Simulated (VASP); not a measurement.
# Te in VASP: further runs, part 2 of 3

VASP 6.6.1. Earlier steps stand in the parts before.

### 3 Single point, PBE

The input, INCAR:

```
ADDGRID = F
ALGO = Normal
EDIFF = 1E-6
ENCUT = 460
GGA = PE
ISIF = 2
ISMEAR = 0
LASPH = T
LCHARG = F
LREAL = F
LWAVE = F
NBANDS = 16
NELM = 100
PREC = Accurate
SIGMA = 0.05
```

The input, KPOINTS:

```
k-points
0
Gamma
  7 7 5
```

The input, POSCAR:

```
Te
1.0
    3.8202894285     -2.1482026000      0.0000000000
    3.8202894285      2.1482026000      0.0000000000
   -0.0942908673      0.0000000000      5.9760906531
Te
3
Direct
    0.0053760000      0.0030970000      0.0153300000
    0.3128830000      0.3144850000      0.3485460000
    0.7243610000      0.6723340000      0.6509690000
```

Potentials or basis: VASP PAW PBE potentials, release 64 (Te).

Launch:

```bash
$ cat potpaw_PBE.64/Te/POTCAR > POTCAR
$ mpirun -np 1 vasp_std > vasp.out
```

OUTCAR:

```text
EDIFF = 1E-6
   ENCUT = 460
   GGA = PE
   ISIF = 2
   ISMEAR = 0
   LASPH = T
   LREAL = F
   NELM = 100
   PREC = Accurate

 Found    123 irreducible k-points:

 Following reciprocal coordinates:
            Coordinates               Weight
  0.000000  0.000000  0.000000      1.000000
  0.142857  0.000000  0.000000      2.000000
 -0.000000 -0.142857  0.000000      2.000000
  0.285714  0.000000  0.000000      2.000000
  0.000000 -0.285714 -0.000000      2.000000
  0.428571  0.000000  0.000000      2.000000
   k-points           NKPTS =    123   k-points in BZ     NKDIM =    123   number of bands    NBANDS=     16
   number of dos      NEDOS =    301   number of ions     NIONS =      3
   total plane-waves  NPLWV =  43008
   dimension x,y,z NGX =    32 NGY =   32 NGZ =   42
   dimension x,y,z NGXF=    64 NGYF=   64 NGZF=   84
   ions per type =               3
   NGX,Y,Z   is equivalent  to a cutoff of  12.14, 12.14, 11.68 a.u.
   NGXF,Y,Z  is equivalent  to a cutoff of  24.28, 24.28, 23.36 a.u.
 SYSTEM =  unknown system
   PREC   = accura    normal or accurate (medium, high low for compatibility)
   ISTART =      0    job   : 0-new  1-cont  2-samecut
   ICHARG =      2    charge: 1-file 2-atom 10-const
   ISPIN  =      1    spin polarized calculation?
   LNONCOLLINEAR =      F non collinear calculations
   LSORBIT =      F    spin-orbit coupling
   LASPH  =      T    aspherical Exc in radial PAW
   ENCUT  =  460.0 eV  33.81 Ry    5.81 a.u.   7.66  7.66 10.45*2*pi/ulx,y,z
   NELM   =    100;   NELMIN=  2; NELMDL= -5     # of ELM steps
   EDIFF  = 0.1E-05   stopping-criterion for ELM
   LREAL  =      F    real-space projection
   EDIFFG = 0.1E-04   stopping-criterion for IOM
   NSW    =      0    number of steps for IOM
   IBRION =     -1    ionic relax: 0-MD 1-quasi-New 2-CG
   NFREE  =      0    steps in history (QN), initial steepest desc. (CG)
   ISIF   =      2    stress and relaxation
   ISYM   =      2    0-nonsym 1-usesym 2-fastsym
   POTIM  = 0.5000    time-step for ionic-motion
   TEBEG  =    0.0;   TEEND  =   0.0 temperature during run
   PSTRESS=    0.0 pullay stress
   NELECT =      18.0000    total number of electrons
   NUPDOWN=      -1.0000    fix difference up-down
   EMIN   =  10.00;   EMAX   =-10.00  energy-range for DOS
   EFERMI =   0.00;   METHOD = LEGACY
   ISMEAR =     0;   SIGMA  =   0.05  broadening in eV -4-tet -1-fermi 0-gaus
   EFERMI_NEDOS =   21; number of points for ismear=-14 and -15
   IALGO  =     38    algorithm
   IMIX   =      4    mixing-type and parameters
     AMIX     =   0.40;   BMIX     =  1.00
     AMIX_MAG =   1.60;   BMIX_MAG =  1.00
  volume/ion in A,a.u.               =      32.70       220.64
  Fermi-wavevector in a.u.,A,eV,Ry     =   0.930307  1.758025 11.775440  0.865470
  Thomas-Fermi vector in A             =   2.056681
   LORBIT       =      0    0 simple, 1 ext, 2 COOP (PROOUT), +10 PAW based schemes
   GGA     = PE    functional components
   LHFCALC =     F    Hartree Fock is set to
   AEXX    =    0.0000 exact exchange contribution
   IVDW    =     0    specifies the selected vdW correction
   LEPSILON=     F    determine dielectric tensor
   LRPA    =     F    only Hartree local field effects (RPA)
 non-spin polarized calculation
 Gauss-broadening in eV      SIGMA  =   0.05
  energy-cutoff  :      460.00
  volume of cell :       98.09
 maximum number of plane-waves:      2216
   NGX = 15   NGY = 15   NGZ = 21

 number of electron      17.9999999 magnetization

 Free energy of the ion-electron system (eV)
  ---------------------------------------------------
  ext. energy  EPLUGINS =         0.00000000
  ---------------------------------------------------
  free energy    TOTEN  =        -9.25626472 eV

  energy without entropy =       -9.25511670  energy(sigma->0) =       -9.25569071

 E-fermi :   6.4348     XC(G=0):  -9.2725

 val. band max:        6.4286006296   @ k =  -0.4286   0.2857  -0.4000
 cond. band min:       6.4704644296   @ k =  -0.1429  -0.1429   0.2000
 fundamental gap:      0.0418637999
 Fermi energy:         6.4347921433

 k-point     1 :       0.0000    0.0000    0.0000
  band No.  band energies     occupation
      1      -7.3597      2.00000
      2      -4.1639      2.00000
      3      -3.6965      2.00000
      4       3.3462      2.00000
      5       3.7042      2.00000
      6       4.2955      2.00000
[... 8 lines left out ...]
     15      12.4921      0.00000
     16      12.6691      0.00000

 k-point     2 :       0.1429    0.0000    0.0000
  band No.  band energies     occupation
      1      -7.1877      2.00000
      2      -4.1099      2.00000
      3      -3.7598      2.00000
      4       2.2100      2.00000
      5       3.1906      2.00000
      6       3.5146      2.00000
[... 8 lines left out ...]
     15      12.2836      0.00000
     16      13.0973      0.00000

 k-point     3 :      -0.0000   -0.1429    0.0000
  band No.  band energies     occupation
      1      -7.1891      2.00000
      2      -4.1371      2.00000
      3      -3.7274      2.00000
      4       2.3214      2.00000
      5       3.0887      2.00000
      6       3.4516      2.00000
[... 8 lines left out ...]
     15      12.3752      0.00000
     16      12.9019      0.00000

 k-point     4 :       0.2857    0.0000    0.0000
  band No.  band energies     occupation
      1      -6.6891      2.00000
      2      -4.2000      2.00000
      3      -3.8747      2.00000
      4       1.3746      2.00000
      5       2.3951      2.00000
      6       2.7856      2.00000
[... 8 lines left out ...]
     15      12.8809      0.00000
     16      14.2801      0.00000

 k-point     5 :       0.0000   -0.2857   -0.0000
  band No.  band energies     occupation
      1      -6.6949      2.00000
      2      -4.3035      2.00000
      3      -3.7454      2.00000
      4       1.4893      2.00000
      5       2.2398      2.00000
      6       2.8209      2.00000
[... 8 lines left out ...]
     15      12.9405      0.00000
     16      13.9711      0.00000

 k-point     6 :       0.4286    0.0000    0.0000
  band No.  band energies     occupation
      1      -5.9477      2.00000
      2      -4.9016      2.00000
      3      -3.7665      2.00000
      4       1.4467      2.00000
      5       1.8602      2.00000
      6       2.4168      2.00000
[... 8 lines left out ...]
     15      14.4391      0.00000
     16      15.3780      0.00000

 [... further k-points ...]

------------------------ aborting loop because EDIFF is reached ----------------------------------------

  FORCE on cell =-STRESS in cart. coord.  units (eV):
  Direction    XX          YY          ZZ          XY          YZ          ZX
  --------------------------------------------------------------------------------------
  -------------------------------------------------------------------------------------
  Total        0.3416201      1.1484593      0.7778456     -0.2762985      0.4434211     -0.5427437
  in kB        5.5800140     18.7589066     12.7053118     -4.5130523      7.2428292     -8.8651632
  external PRESSURE =      12.3480775 kB  Pullay stress =       0.0000000 kB

 VOLUME and BASIS-vectors are now :
 -----------------------------------------------------------------------------
  energy-cutoff  :      460.00
  volume of cell :       98.09
      direct lattice vectors                 reciprocal lattice vectors
     3.820289429 -2.148202600  0.000000000     0.130880136 -0.232752721  0.002065029
     3.820289429  2.148202600  0.000000000     0.130880136  0.232752721  0.002065029
    -0.094290867  0.000000000  5.976090653     0.000000000  0.000000000  0.167333472

 POSITION                                       TOTAL-FORCE (eV/Angst)
 -----------------------------------------------------------------------------------
      0.03092     -0.00490      0.09161         0.066715     -0.111602     -0.088694
      2.36386      0.00344      2.08294         0.185767      0.023608     -0.479390
      5.27440     -0.11176      3.89025        -0.252483      0.087993      0.568084
 -----------------------------------------------------------------------------------
    total drift:                                0.000071     -0.000023     -0.000033

  FREE ENERGIE OF THE ION-ELECTRON SYSTEM (eV)
  ---------------------------------------------------
  free  energy   TOTEN  =        -9.2562647190 eV

  energy  without entropy=       -9.2551166984  energy(sigma->0) =       -9.25569071
```

OSZICAR:

```text
N       E                     dE             d eps       ncg     rms          rms(c)
DAV:   1     0.629391626618E+02    0.62939E+02   -0.59538E+03  3936   0.803E+02
DAV:   2    -0.552783698737E+01   -0.68467E+02   -0.64959E+02  5256   0.129E+02
DAV:   3    -0.923742949305E+01   -0.37096E+01   -0.36834E+01  4880   0.327E+01
DAV:   4    -0.929576239706E+01   -0.58333E-01   -0.58318E-01  6000   0.490E+00
DAV:   5    -0.929643323758E+01   -0.67084E-03   -0.67084E-03  5152   0.449E-01    0.129E+01
DAV:   6    -0.925384140196E+01    0.42592E-01   -0.11380E-01  4728   0.185E+00    0.801E+00
DAV:   7    -0.925644975362E+01   -0.26084E-02   -0.44135E-02  5072   0.121E+00    0.110E+00
DAV:   8    -0.925641780011E+01    0.31954E-04   -0.41083E-03  5312   0.389E-01    0.280E-01
DAV:   9    -0.925625475389E+01    0.16305E-03   -0.61168E-04  5128   0.144E-01    0.129E-01
DAV:  10    -0.925626604894E+01   -0.11295E-04   -0.17730E-04  5232   0.691E-02    0.295E-02
DAV:  11    -0.925626431479E+01    0.17342E-05   -0.26200E-05  4840   0.283E-02    0.114E-02
DAV:  12    -0.925626471897E+01   -0.40418E-06   -0.20975E-06  5336   0.850E-03
   1 F= -.92562647E+01 E0= -.92556907E+01  d E =-.114802E-02
```

stdout:

```text
POSCAR found type information on POSCAR Te
 POSCAR found :  1 types and       3 ions
 scaLAPACK will be used
 LDA part: xc-table for (Slater+PW92), standard interpolation
 POSCAR, INCAR and KPOINTS ok, starting setup
 FFT: planning ... GRIDC
 FFT: planning ... GRID_SOFT
 FFT: planning ... GRID
 WAVECAR not read
 entering main loop
```

Wall time 96 s (1 thread of AMD EPYC 7R13 (Zen 3), shared host); peak memory 0.24 GiB.

These settings aren't checked as converged: the numbers below hold their error.

What came out:

```
Free energy            : -9.2563 eV
Pressure               : 1.2 GPa
Largest force          : 0.628 eV/Å
Band gap on the k mesh : none (metal or under the smearing width)
```

[end of part 2 of 3]
